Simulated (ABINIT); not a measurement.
Input of an ABINIT 10.8.3 (patched build) run:

File run.abi:

```
# Pseudopotentials
pp_dirpath "./"
pseudos "C.upf"

# Structure
acell 2.5017736317 2.5017736317 2.5017736317 Angstrom
rprim
     0.0000000000     0.7071067812     0.7071067812
     0.7071067812     0.0000000000     0.7071067812
     0.7071067812     0.7071067812     0.0000000000
ntypat 1
znucl 6
natom 2
typat 1 1
xred
     0.7500000000     0.7500000000     0.7500000000
     0.5000000000     0.5000000000     0.5000000000
chkprim 0
chksymtnons 0
tolsym 1.0e-6

# Plane-wave basis
ecut 37.0

# k points
kptopt 1
ngkpt 10 10 10
nshiftk 1
shiftk 0.0 0.0 0.0

# Exchange and correlation
ixc 7

# Bands and occupations
nband 8
occopt 3
tsmear 0.00183747

# SCF cycle
nstep 100
tolvrs 1.0e-10

# Output
iomode 3
prtwf 0
prtden 0
prteig 0
prtebands 0
```

Potentials or basis: PseudoDojo NC SR LDA v0.4.1 standard.

Command:

```console
$ abinit run.abi > log 2>&1
```

Q: What does it give for the pressure?

A: -1.2 GPa.

Q: What does it give for the band gap on the k mesh?

A: 4.24 eV, indirect (least direct gap 5.63 eV).

A k mesh can miss the band edges.
